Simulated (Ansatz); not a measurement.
# CO2: H interstitial

All numbers below come from Ansatz 0.2.0, DFT PBE+D3(BJ), scalar-relativistic, plane waves, PAW. (420 eV cutoff, 2×2×2 k-mesh, Gaussian smearing of 0.01 eV, collinear spin in charge 0 alone)

Host crystal, relaxed:

```
C O
1.0
     4.42669    0.00000    0.00000
     0.00000    4.42669    0.00000
     0.00000    0.00000    4.80898
C O
2 4
Direct
  0.50000 0.50000 0.50000
  0.00000 0.00000 0.00000
  0.31325 0.68675 0.50000
  0.68675 0.31325 0.50000
  0.18675 0.18675 0.00000
  0.81325 0.81325 0.00000
```

Supercell of 48 atoms, rows in host cell vectors: 0 0 2; 0 -2 1; 2 0 1. Atoms relax at the host's cell, keeping the symmetry that the supercell leaves at the site. The cell is small, so energies carry finite-size errors of tenths of an eV. The host's Kohn–Sham gap is 6.55 eV.

Defect: H interstitial, charge +1.

Command:

```bash
ansatz run input.yaml --threads 4 --pin off --max-ram 6144MiB --backend cpu --events-out ev --progress --plain --runs-dir out
```

The input:

```yaml
crystal:
  lattice:
    - [0.0, 0.0, 9.6179689312]
    - [0.0, -8.8533843546, 4.8089844656]
    - [8.8533843546, 0.0, 4.8089844656]
  atoms:
    - { symbol: C, position: [0.4985206088, 0.2495400973, 0.2514591713] }
    - { symbol: C, position: [-0.0293776998, 0.2831254074, 0.2765433307] }
    - { symbol: C, position: [0.2498076853, 0.7510688289, 0.2489311711] }
    - { symbol: C, position: [0.7490973732, 0.7438637734, 0.2561362266] }
    - { symbol: C, position: [0.2495210125, 0.2451672122, 0.7548327878] }
    - { symbol: C, position: [0.7493580861, 0.2495212385, 0.7504787615] }
    - { symbol: C, position: [0.5302910383, 0.7234566693, 0.7168745926] }
    - { symbol: C, position: [-0.0004801226, 0.7485408287, 0.7504599027] }
    - { symbol: C, position: [0.251344131, 0.5030217096, -0.0011818014] }
    - { symbol: C, position: [0.746815526, 0.5011764812, -0.0002154771] }
    - { symbol: C, position: [-0.0141753661, -0.0034414565, 0.0034414565] }
    - { symbol: C, position: [0.5118179225, -0.0033525, 0.0033525] }
    - { symbol: C, position: [0.0111042602, 0.4969627302, 0.5030372698] }
    - { symbol: C, position: [0.4877747937, 0.4969029935, 0.5030970065] }
    - { symbol: C, position: [0.2477765301, 0.0002154771, 0.4988235188] }
    - { symbol: C, position: [0.7531840392, 0.0011818014, 0.4969782904] }
    - { symbol: O, position: [0.5916671579, 0.1567902875, 0.1575183949] }
    - { symbol: O, position: [0.0646547345, 0.1974052528, 0.1764246753] }
    - { symbol: O, position: [0.3431683243, 0.6577671191, 0.1554590737] }
    - { symbol: O, position: [0.8424779453, 0.6504820856, 0.1627767155] }
    - { symbol: O, position: [0.342889079, 0.1517393302, 0.6614994379] }
    - { symbol: O, position: [0.8427335777, 0.1560105902, 0.6572630877] }
    - { symbol: O, position: [0.6223951785, 0.6232116237, 0.6307933376] }
    - { symbol: O, position: [0.0930271625, 0.6545220927, 0.6578234015] }
    - { symbol: O, position: [0.4053726567, 0.3421765985, 0.3454779073] }
    - { symbol: O, position: [0.8764001399, 0.3692066624, 0.3767883763] }
    - { symbol: O, position: [0.1563945171, 0.8445409263, 0.3422328809] }
    - { symbol: O, position: [0.6557367464, 0.8372232845, 0.3495179144] }
    - { symbol: O, position: [0.1561278471, 0.3385005621, 0.8482606698] }
    - { symbol: O, position: [0.6560072556, 0.3427369123, 0.8439894098] }
    - { symbol: O, position: [0.4384846626, 0.8235753247, 0.8025947472] }
    - { symbol: O, position: [0.9059758403, 0.8424816051, 0.8432097125] }
    - { symbol: O, position: [0.2511447349, 0.4118514508, 0.0942587772] }
    - { symbol: O, position: [0.7427967383, 0.4099846185, 0.0952233705] }
    - { symbol: O, position: [-0.0206029312, 0.903267287, 0.096732713] }
    - { symbol: O, position: [0.5178125058, 0.9033302412, 0.0966697588] }
    - { symbol: O, position: [0.0113131787, 0.4036063421, 0.5963936579] }
    - { symbol: O, position: [0.4875665105, 0.4035465941, 0.5964534059] }
    - { symbol: O, position: [0.2480047274, 0.9047766295, 0.5900153815] }
    - { symbol: O, position: [0.757254963, 0.9057412228, 0.5881485492] }
    - { symbol: O, position: [0.2476182749, 0.0955504191, 0.407422207] }
    - { symbol: O, position: [0.7493644289, 0.0965211956, 0.4055629283] }
    - { symbol: O, position: [0.011007407, 0.5903357708, 0.4096642292] }
    - { symbol: O, position: [0.487848235, 0.5902719507, 0.4097280493] }
    - { symbol: O, position: [-0.0076603894, 0.0897874765, 0.9102125235] }
    - { symbol: O, position: [0.5057171635, 0.0898925111, 0.9101074889] }
    - { symbol: O, position: [0.2514485529, 0.5944370717, 0.9034788044] }
    - { symbol: O, position: [0.7505909011, 0.592577793, 0.9044495809] }
    - { symbol: H, position: [0.2478823548, 0.9641998754, 0.0358001246] }
  host:
    lattice:
      - [4.4266921773, 0.0, 0.0]
      - [0.0, 4.4266921773, 0.0]
      - [0.0, 0.0, 4.8089844656]
    atoms:
      - { symbol: C, position: [0.5, 0.5, 0.5] }
      - { symbol: C, position: [0.0, 0.0, 0.0] }
      - { symbol: O, position: [0.3132524838, 0.6867475162, 0.5] }
      - { symbol: O, position: [0.6867475162, 0.3132524838, 0.5] }
      - { symbol: O, position: [0.1867475162, 0.1867475162, 0.0] }
      - { symbol: O, position: [0.8132524838, 0.8132524838, 0.0] }
total_charge: 1
basis:
  ecutwfc: 420
  xc_grid: 2
kpoints:
  mp_grid: { grid: [2, 2, 2], shift: [0.0, 0.0, 0.0] }
hamiltonian:
  xc: pbe
  dispersion: d3bj
scf:
  occupations: { method: gaussian, width: 0.01 }
output:
  forces: true
  stress: false
  eigenvalues: true
  charged_corrections:
    defect_position: [0.225, 0.925, 0.075]
    epsilon: [[2.253, 0.0, 0.0], [0.0, 2.253, 0.0], [0.0, 0.0, 1.781]]
  write_density: true
  write_potential: true
  elf: true
  volumetric_format: npy
relax:
  adjacent_minimum: "off"
  f_tol: 0.025
  max_steps: 45
```

From the output:

```
Warning: RAYON_NUM_THREADS=4 ignored (pool sized by the plan → 4); use --threads N
Crystal: 49 atoms, lattice volume = 753.880 Å³
Basis set: ecut = 420 eV, 14697 PW (Γ), exchange–correlation on 144×144×144 points (8 copies of the dense FFT grid, shifted against one another)
Bands: 177, of which v1, the nominal top of the filled ones, is band 128 counted from 1 (127 counted from 0)
Symmetry: 2 space group operations
Space group: Cm (ITA 8), of the structure as read, at distance tolerance 9.1e-5 Å
k-points: 6 of 8
relax step   1: F+E_penalty+E_count = -22172.25380346 eV  Δ(F+E_penalty+E_count) = +0.000e0 eV  max|allowed force component| = 7.254e-1 eV/Å  Δτ_max = 0.0000 Å
relax step   2: F+E_penalty+E_count = -22172.71233682 eV  Δ(F+E_penalty+E_count) = -4.585e-1 eV  max|allowed force component| = 7.968e-1 eV/Å  Δτ_max = 0.1950 Å
relax step   3: F+E_penalty+E_count = -22173.23655879 eV  Δ(F+E_penalty+E_count) = -5.242e-1 eV  max|allowed force component| = 8.158e-1 eV/Å  Δτ_max = 0.1949 Å
relax step   4: F+E_penalty+E_count = -22173.71974585 eV  Δ(F+E_penalty+E_count) = -4.832e-1 eV  max|allowed force component| = 9.498e-1 eV/Å  Δτ_max = 0.1949 Å
relax step   5: F+E_penalty+E_count = -22174.20797717 eV  Δ(F+E_penalty+E_count) = -4.882e-1 eV  max|allowed force component| = 1.155e0 eV/Å  Δτ_max = 0.1949 Å
relax step   6: F+E_penalty+E_count = -22174.76926826 eV  Δ(F+E_penalty+E_count) = -5.613e-1 eV  max|allowed force component| = 1.452e0 eV/Å  Δτ_max = 0.1949 Å
relax step   7: F+E_penalty+E_count = -22175.45665331 eV  Δ(F+E_penalty+E_count) = -6.874e-1 eV  max|allowed force component| = 1.657e0 eV/Å  Δτ_max = 0.1975 Å
relax step   8: F+E_penalty+E_count = -22176.15867863 eV  Δ(F+E_penalty+E_count) = -7.020e-1 eV  max|allowed force component| = 1.411e0 eV/Å  Δτ_max = 0.1971 Å
relax step   9: F+E_penalty+E_count = -22176.39409797 eV  Δ(F+E_penalty+E_count) = -2.354e-1 eV  max|allowed force component| = 1.481e0 eV/Å  Δτ_max = 0.1946 Å
relax step  10: F+E_penalty+E_count = -22176.49139002 eV  Δ(F+E_penalty+E_count) = -9.729e-2 eV  max|allowed force component| = 3.899e-1 eV/Å  Δτ_max = 0.1936 Å
relax step  11: F+E_penalty+E_count = -22176.50478103 eV  Δ(F+E_penalty+E_count) = -1.339e-2 eV  max|allowed force component| = 5.257e-1 eV/Å  Δτ_max = 0.2000 Å
relax step  12: F+E_penalty+E_count = -22176.51499265 eV  Δ(F+E_penalty+E_count) = -1.021e-2 eV  max|allowed force component| = 7.169e-1 eV/Å  Δτ_max = 0.1808 Å
relax step  13: F+E_penalty+E_count = -22176.54939774 eV  Δ(F+E_penalty+E_count) = -3.441e-2 eV  max|allowed force component| = 1.546e-2 eV/Å  Δτ_max = 0.0349 Å
relax step  14: F+E_penalty+E_count = -22176.54942464 eV  Δ(F+E_penalty+E_count) = -2.690e-5 eV  max|allowed force component| = 1.774e-2 eV/Å  Δτ_max = 0.0000 Å
SCF converged after 5 iterations
Free energy (F): -22176.549425 eV
E sigma→0 (E₀):  -22176.549425 eV
Fermi energy:    0.417760 eV
```

The relaxation gained 4.30 eV in 14 steps. Time: 4.1 min on 4 threads of Intel(R) Xeon(R) Platinum 8488C (Sapphire Rapids), with other jobs on the host, peak memory 2.9 GiB.